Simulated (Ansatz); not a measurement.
This ZnO structure is the end of a relaxation. The cell was reached from a generator's guess, though it ends in a space group that the Crystallography Open Database lists for this formula.

Theory: Ansatz, DFT PBE, scalar-relativistic, plane waves, PAW. Cutoff 420 eV, Γ-centred mesh, Gaussian smearing, no spin polarisation.

```
Zn O
1.0
     3.27965    0.00000    0.00000
    -1.63982    2.84026    0.00000
     0.00000    0.00000    5.29315
Zn O
2 2
Direct
  0.33333 0.66667 0.81046
  0.66667 0.33333 0.31046
  0.66667 0.33333 0.68955
  0.33333 0.66667 0.18955
```

Energies over the elements count from the elements' standard structures at the same level (O₂ as a molecule), with no fitted energy shifts.

Problem. Find its symmetry and describe it.

Solution. P6_3mc (No. 186), the wurtzite type. Conventional cell: a = 3.280 Å, c = 5.293 Å. Zn has 4 O at 2.00–2.01 Å; O is surrounded by 4 Zn at 2.00–2.01 Å.

Problem. What is its formation energy per atom?

Solution. −1.424 eV/atom. It lies below the elements, which doesn't yet make it stable against other compounds or structures.

Problem. Is it a metal?

Solution. No, the gap on the 9×9×6 mesh is 0.74 eV.

The last run used a 9×9×6 mesh (in the run's order of axes) for its 4-atom cell and Gaussian smearing of 0.02 eV. Kohn–Sham gaps at this level usually fall short of measured ones. This cell was reached by moving the atoms of another relaxed cell at random and relaxing again, last within the group found; it had no such test of its own.
